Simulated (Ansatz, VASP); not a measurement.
# Two plane-wave programs on Mg

```xyz
2
Lattice="3.1810 0.0000 0.0000 -1.5905 2.7548 0.0000 0.0000 0.0000 5.2240" Properties=species:S:1:pos:R:3 pbc="T T T"
Mg    0.0000    1.8365    3.9180
Mg    1.5905    0.9183    1.3060
```

Alike in both runs: functional HSE06; k mesh 8 × 8 × 4; occupations gaussian, width 0.05 eV; no spin polarisation.

Ansatz relaxed the structure, and its values are those at the end. VASP's run is a single point on that final structure, the one shown.

|  | VASP | Ansatz |
| --- | --- | --- |
| version | VASP 6.6.1 | Ansatz 0.2.0 |
| potentials or method | VASP PAW PBE potentials, release 64 (Mg) | scalar-relativistic, plane waves, PAW |
| plane-wave cutoff (eV) | 520 | 420 |
| valence electrons in the cell | 4 | 20 |

Ansatz gave:

| Item | Value |
| --- | --- |
| gap on the k mesh at the Fermi level (eV) | none |
| pressure (GPa) | 0.0 |

What did VASP give for the same quantities?

gap on the k mesh at the Fermi level (eV): none; pressure (GPa): -0.2.

A gap of «none» marks a metal or a gap that the smearing closes. The functional is the same, so the differences come from potentials, cutoffs and numerics. The two sets of potentials don't hold the same shells in valence. Ansatz warned: «filled_band_counts_differ_across_k_points».

Caveats: the PAW data sets were made with another functional, which shifts forces and pressure a little (VASP).
